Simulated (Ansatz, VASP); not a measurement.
## Two plane-wave programs on Rb

```
Rb
1.0
    -2.68597    2.68597    2.68597
     2.68597   -2.68597    2.68597
     2.68597    2.68597   -2.68597
Rb
1
Direct
  0.00000 0.00000 0.00000
```

Change from the starting cell: volume scaled by 1, PAW files.

Alike in both runs: task single point; functional LDA; k mesh 11 × 11 × 11; occupations fermi-dirac, width 0.05 eV; no spin polarisation.

|  | VASP | Ansatz |
| --- | --- | --- |
| version | VASP 6.6.1 | Ansatz 0.2.0 |
| potentials or method | VASP PAW LDA potentials, release 64 (Rb_sv) | PAW with Ansatz's default frozen-core files, scalar-relativistic |
| plane-wave cutoff (eV) | 520 | 420 |
| valence electrons in the cell | 9 | 9 |

```csv
,VASP,Ansatz,Ansatz less VASP
pressure (GPa),0.0,0.0,0.00
```
